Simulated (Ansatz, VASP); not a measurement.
**BP: VASP beside Ansatz**

```
B P
1.0
     0.00000    2.26832    2.20027
     2.26832    0.00000    2.20027
     2.26832    2.26832    0.00000
B P
1 1
Direct
  0.00000 0.00000 0.00000
  0.25000 0.25000 0.25000
```

Change from the starting cell: uniaxial_z strain -3.0%.

Alike in both runs: task single point; functional PBE; k mesh 10 × 10 × 10; occupations fermi-dirac, width 0.02 eV; no spin polarisation.

|  | VASP | Ansatz |
| --- | --- | --- |
| version | VASP 6.6.1 | Ansatz 0.2.0 |
| potentials or method | VASP PAW PBE potentials, release 64 (B, P) | plane waves, PAW |
| plane-wave cutoff (eV) | 520 | 420 |
| valence electrons in the cell | 8 | 8 |

```csv
,VASP,Ansatz,Ansatz less VASP
gap on the k mesh at the Fermi level (eV),0.74,0.74,+0.005
pressure (GPa),6.4,6.6,+0.27
largest component of the traceless stress (GPa),5.34,5.33,-0.010
```

A k mesh can miss the band edges.
